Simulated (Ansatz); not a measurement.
Input of an Ansatz 0.2.0 run:

input.yaml

```yaml
crystal:
  lattice:
    - [3.74, 0.0, 0.0]
    - [0.0, 3.74, 0.0]
    - [0.0, 0.0, 3.74]
  atoms:
    - { symbol: Au, position: [0.0, 0.0, 0.0] }
    - { symbol: Cu, position: [0.5, 0.5, 0.0] }
    - { symbol: Cu, position: [0.5, 0.0, 0.5] }
    - { symbol: Cu, position: [0.0, 0.5, 0.5] }
hamiltonian:
  xc: r2scan
  pseudopotentials: { kind: paw }
kpoints:
  mp_grid: { grid: [7, 7, 7] }
  band_path:
    path:
      - [[0.0, 0.0, 0.0], [0.0, 0.5, 0.0], [0.5, 0.5, 0.0], [0.0, 0.0, 0.0], [0.5, 0.5, 0.5], [0.0, 0.5, 0.0]]
      - [[0.5, 0.5, 0.0], [0.5, 0.5, 0.5]]
    npoints: 14
scf:
  occupations: { method: fermi_dirac, width: 0.05 }
  n_extra_bands: 10
output:
  forces: true
  stress: true
  eigenvalues: true
  fatbands: false
```

Potentials or basis: Ansatz PAW.

Launch:

```bash
$ ansatz run input.yaml --threads 2 --pin off --max-ram 5632MiB --backend cpu --events-out ev --progress --plain --runs-dir out
```

Task: What does it give for the pressure?

Result: -0.8 GPa.

Task: Estimate the band gap on the k mesh.

Result: None (metal or under the smearing width).

Levels at the corners of the path, in eV from the Fermi level:
```tsv
point	band 35	band 36	band 37	band 38	band 39	band 40	band 41	band 42
Γ	-1.39	-1.39	-1.39	1.39	1.39	1.39	6.32	8.07
X	-2.06	-1.96	-1.55	-1.39	6.11	6.11	6.95	6.95
M	-2.23	-2.18	-0.47	-0.47	-0.38	0.42	8.98	10.05
Γ	-1.39	-1.39	-1.39	1.39	1.39	1.39	6.32	8.07
R	-1.63	-1.63	-1.09	-1.00	-1.00	-1.00	2.63	4.49
X	-2.06	-1.96	-1.55	-1.39	6.11	6.11	6.95	6.95
M	-2.23	-2.18	-0.47	-0.47	-0.38	0.42	8.98	10.05
R	-1.63	-1.63	-1.09	-1.00	-1.00	-1.00	2.63	4.49
```

Caveat: spin-orbit coupling is left out, which moves the levels of the heavy elements; the PAW data sets come from PBE, with cores solved anew for the run's functional, which leaves a small shift of forces and pressure.
